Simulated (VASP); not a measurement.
Here is a VASP 6.6.1 calculation.

The input INCAR:

```
SYSTEM = Li
PREC = Accurate
ENCUT = 520
EDIFF = 1E-6
ISMEAR = -1
SIGMA = 0.11
LREAL = Auto
LASPH = .True.
NELM = 100
ALGO = Fast
ISIF = 2
LWAVE = .False.
LCHARG = .True.
GGA = PE
LELF = .True.
LVHAR = .True.
NBANDS = 38
```

The input KPOINTS:

```
regular mesh
0
Gamma
  3 3 3
  0 0 0
```

POSCAR

```
Li
1.0
    6.9800000000      0.0000000000      0.0000000000
    0.0000000000      6.9800000000      0.0000000000
    0.0000000000      0.0000000000      6.9800000000
Li
16
Direct
    0.0101575931     -0.0017048711     -0.0275071633
    0.4743553009     -0.0981088825      0.0655873926
    0.0050143266      0.4729799427      0.0519054441
    0.0509598854      0.0280659026      0.4781948424
    0.2761031519      0.1609312321      0.2296704871
    0.5166475645      0.4551002865      0.0962893983
    0.5129942693      0.0571346705      0.4887822350
    0.7857593123      0.2029942693      0.2395988539
   -0.0074785100      0.5279656160      0.4630515759
    0.2522922636      0.7667765043      0.3183810888
    0.3318051576      0.2332808023      0.7947564470
    0.4864756447      0.5231805158      0.4970200573
    0.7486819484      0.7646848138      0.2390401146
    0.7597707736      0.2005014327      0.7126934097
    0.1996131805      0.7180085960      0.8174641834
    0.7259312321      0.7295558739      0.7784240688
```

Potentials or basis: VASP PAW PBE potentials, release 64 (Li_sv).

Run with:

```bash
$ cat potpaw_PBE.64/Li_sv/POTCAR > POTCAR
$ mpirun -np 1 vasp_std > vasp.out
```

Estimate the largest force.

0.839 eV/Å.

Predict the band gap on the k mesh.

none (metal or under the smearing width).

Forces on the atoms (eV/Å):
```
Li  -0.108  0.024  0.181
Li   0.110  0.294 -0.649
Li   0.077 -0.028 -0.153
Li  -0.305 -0.121  0.582
Li  -0.221  0.787 -0.190
Li  -0.022  0.134 -0.300
Li  -0.012 -0.579  0.023
Li  -0.211  0.027  0.015
Li  -0.098 -0.447  0.381
Li  -0.080 -0.266 -0.271
Li  -0.311  0.080 -0.030
Li   0.107 -0.257  0.133
Li   0.437  0.020  0.331
Li   0.216  0.435  0.445
Li   0.366 -0.088 -0.380
Li   0.056 -0.015 -0.119
```
